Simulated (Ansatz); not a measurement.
A generator proposed this cell of GePt.

```
Ge Pt
1.0
     3.99973    0.00000    0.00000
    -1.99986    3.46387    0.00000
     0.00000    0.00000    5.69264
Ge Pt
2 2
Direct
  0.33333 0.66667 0.25000
  0.66667 0.33333 0.75000
  0.00000 0.00000 0.00000
  0.00000 0.00000 0.50000
```

Computed with DFT PBE, scalar-relativistic, plane waves, PAW in Ansatz 0.2.0. Settings: cutoff 420 eV, Γ-centred mesh 6×6×4 on the computed 4-atom cell, Gaussian smearing of 0.10 eV; no spin polarisation.

Energies over the elements count from the elements' standard structures at the same level, with no fitted energy shifts.

Question: What does a single point on this coarse mesh give?

Answer: The pressure is -12.3 GPa (the mean over three directions, positive in compression), the largest force is 0.00 eV/Å (symmetry fixes the atoms), and the energy is −0.33 eV/atom against the elements. The shortest distance is 2.71 Å.

Question: How much does it gain on relaxing, and where does it end?

Answer: Relaxing gains about 0.10 eV/atom (the start's value is from the coarse mesh, so the gain is rough) in 7 ionic steps and ends at −0.43 eV/atom on the finer mesh. The symmetry stays P6_3/mmc (No. 194). The end has the nickel arsenide type. The volume per atom shrinks by 10.6 %, from 19.7 to 17.6 Å³. The shortest distance goes from 2.71 Å (Ge–Pt) to 2.62 Å (Ge–Pt). Conventional cell: a = 3.876 Å, c = 5.423 Å. Ge has 6 Pt at 2.62 Å; around Pt lie 6 Ge at 2.62 Å and 2 Pt at 2.71 Å.

The last run used a 12×12×10 mesh (in the run's order of axes) for its 4-atom cell and Gaussian smearing of 0.10 eV. These runs have no spin–orbit coupling, which can matter for Pt. The relaxation can't lower the symmetry of the start. A later test with randomly moved atoms ended 2 meV/atom lower, in Pnma at a loose tolerance, which is no clear verdict on its stability.
